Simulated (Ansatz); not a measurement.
# How much does the functional matter for the cell of AlAs?

The starting cell is an entry of the Crystallography Open Database (1992):

```
Al As
1.0
     0.00000    2.83040    2.83040
     2.83040    0.00000    2.83040
     2.83040    2.83040    0.00000
Al As
1 1
Direct
  0.00000 0.00000 0.00000
  0.25000 0.25000 0.25000
```

Atoms and cell were relaxed at zero pressure with plane-wave PAW DFT (Ansatz 0.2.0; one set of PAW datasets, made under PBE, for all functionals; 420 eV, r2SCAN 500 eV; 8×8×8 Γ-centred mesh, fermi-dirac occupations of width 0.020 eV; no spin polarisation, no spin-orbit coupling, no dispersion correction), keeping the symmetry (F-43m, No. 216).

Which functional gives the smallest cell, and how wide is the spread?

The relaxed conventional cells:

| functional | a (Å) | volume (Å³/atom) | formation energy (eV/atom) |
| --- | --- | --- | --- |
| LDA | 5.629 | 22.29 | -0.470 |
| PBEsol | 5.674 | 22.84 | -0.436 |
| PBE | 5.727 | 23.48 | -0.488 |
| r2SCAN | 5.676 | 22.86 | -0.623 |
| the entry | 5.661 | 22.67 | – |

LDA gives the smallest volume and PBE the largest, 5.3 % more, the usual order, since LDA overbinds and PBE's gradient terms loosen the lattice. Against the entry's volume: LDA -1.7 %, PBEsol +0.7 %, PBE +3.6 %, r2SCAN +0.8 %; PBEsol and r2SCAN come about as near. The formation energies span 0.19 eV an atom, lowest under r2SCAN.

Caveats: each relaxation keeps the start's symmetry, so a distorted cell may lie lower; computed cells are at 0 K with fixed nuclei, while the entry holds thermal expansion, often some tenths of a per cent in volume and more in soft crystals; formation energies are at zero smearing against the elements' usual phases under the same functional, gases as free molecules, uncorrected.
